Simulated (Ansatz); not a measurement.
## RuO2: pressure 100 GPa

The parent structure is RuO2 in the rutile structure (space group P4_2/mnm, No. 136; a = 4.4661 Å, c = 3.0919 Å).

Modification: a hydrostatic pressure of 100 GPa.

Computed with PBEsol (Ansatz, a program for electronic structure; PAW; 420 eV plane waves; without spin-orbit coupling). Settings: 11×11×15 k-points, 0.05 eV Fermi–Dirac smearing.

* **Density**: 8.93 g/cm³ (base 7.17 g/cm³)
* **Lattice parameter a**: 406.3 pm (base 446.6 pm)
* **c/a ratio**: 0.737 (base 0.692)
* **Shortest interatomic distance**: 178.6 pm (base 193.3 pm)
* **Enthalpy H = E + PV relative to the base's energy**: +5.67 eV/atom
* **Band gap**: zero (base zero)

Final structure:

```
CELL_PARAMETERS angstrom
      4.06334     0.00000     0.00000
      0.00000     4.06334     0.00000
      0.00000     0.00000     2.99605
ATOMIC_POSITIONS crystal
  Ru 0.00000 0.00000 0.00000
  Ru 0.50000 0.50000 0.50000
  O  0.31086 0.31086 0.00000
  O  0.81086 0.18914 0.50000
  O  0.18914 0.81086 0.50000
  O  0.68914 0.68914 0.00000
```

Load acts through the strain it causes; cell and atoms are relaxed under it. Stability against distortions was not tested. Competing high-pressure phases were not computed. No Hubbard U is applied, and correlation can decide whether such a compound is a metal. All final runs are without spin polarisation.
